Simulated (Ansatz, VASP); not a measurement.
One calculation of BeTe, two programs

```
Be Te
1.0
     0.00000    2.83197    2.83197
     2.83197    0.00000    2.83197
     2.83197    2.83197    0.00000
Be Te
1 1
Direct
  0.00000 0.00000 0.00000
  0.75000 0.75000 0.75000
```

Alike in both runs: functional PBE; k mesh 8 × 8 × 8; occupations gaussian, width 0.02 eV; no spin polarisation.

Ansatz relaxed the structure, and its values are those at the end. VASP's run is a single point on that final structure, the one shown.

```csv
,VASP,Ansatz
version,VASP 6.6.1,Ansatz 0.2.0
potentials or method,"VASP PAW PBE potentials, release 64 (Be, Te)","scalar-relativistic, plane waves, PAW"
plane-wave cutoff (eV),520,420
valence electrons in the cell,8,18
```

Ansatz gave:

| Quantity | Value |
| --- | --- |
| gap on the k mesh at the Fermi level (eV) | 2.03 |
| least direct gap on the mesh (eV) | 3.64 |
| pressure (GPa) | 0.0 |

Question: What did VASP give for the same quantities?

Answer: gap on the k mesh at the Fermi level (eV): 2.01; least direct gap on the mesh (eV): 3.62; pressure (GPa): 0.1.

The functional is the same, so the differences come from potentials, cutoffs and numerics. The two sets of potentials don't hold the same shells in valence.

Caveats: spin-orbit coupling is left out, which moves the levels of the heavy elements. A k mesh can miss the band edges. A hybrid or GW would open this gap; PBE tends to underestimate it.
